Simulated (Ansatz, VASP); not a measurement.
Pt: VASP beside Ansatz

The input INCAR:

```
PREC = Accurate ; ENCUT = 520
EDIFF = 1E-6 ; ISMEAR = -1
SIGMA = 0.1 ; LREAL = F
LASPH = T ; NELM = 80
ALGO = Normal ; ISIF = 2
LWAVE = F ; LCHARG = T
GGA = RE ; LELF = T
LVHAR = T ; NBANDS = 11
```

File KPOINTS:

```
Automatic mesh
0
Gamma
  13 13 13
```

The input POSCAR:

```
Pt
1.0
    2.7393525568      0.0000000000      0.0000000000
    0.0000000000      2.7393525568      0.0000000000
    0.0000000000      0.0000000000      2.7393525568
Pt
1
Direct
    0.0000000000      0.0000000000      0.0000000000
```

Input for Ansatz:

```yaml
crystal:
  lattice:
    - [2.7393525568, 0.0, 0.0]
    - [0.0, 2.7393525568, 0.0]
    - [0.0, 0.0, 2.7393525568]
  atoms:
    - { symbol: Pt, position: [0.0, 0.0, 0.0] }
hamiltonian:
  xc: revpbe
  pseudopotentials:
    kind: paw
    azcp:
      Pt: "pseudopotentials/Pt.paw.azcp"
basis:
  ecutwfc: 420
  fft_grid_basis: typed
kpoints:
  mp_grid: { grid: [13, 13, 13], shift: [0, 0, 0] }
magnetization:
  spin_polarized: false
scf:
  occupations: { method: fermi_dirac, width: 0.1 }
  lower_state_search: "off"
output:
  stress: true
  write_density: true
  write_potential: true
  elf: true
  volumetric_format: npy
```

Alike in both runs: task single point; functional revPBE; k mesh 13 × 13 × 13; occupations fermi-dirac, width 0.1 eV; no spin polarisation.

```csv
,VASP,Ansatz
version,VASP 6.6.1,Ansatz 0.2.0
potentials or method,"VASP PAW PBE potentials, release 64 (Pt)","plane waves (420 eV) with PAW, scalar-relativistic"
plane-wave cutoff (eV),520,420
valence electrons in the cell,10,18
```

VASP gave:

* pressure (GPa): -14.5

Question: Estimate Ansatz's values.

Answer: Pressure (GPa): -14.3.

The functional is the same, so the differences come from potentials, cutoffs and numerics. The two sets of potentials don't hold the same shells in valence.

Caveats: the PAW data sets were made with another functional, which shifts forces and pressure a little (VASP). The runs have no spin-orbit coupling, so splittings on Pt are missing.
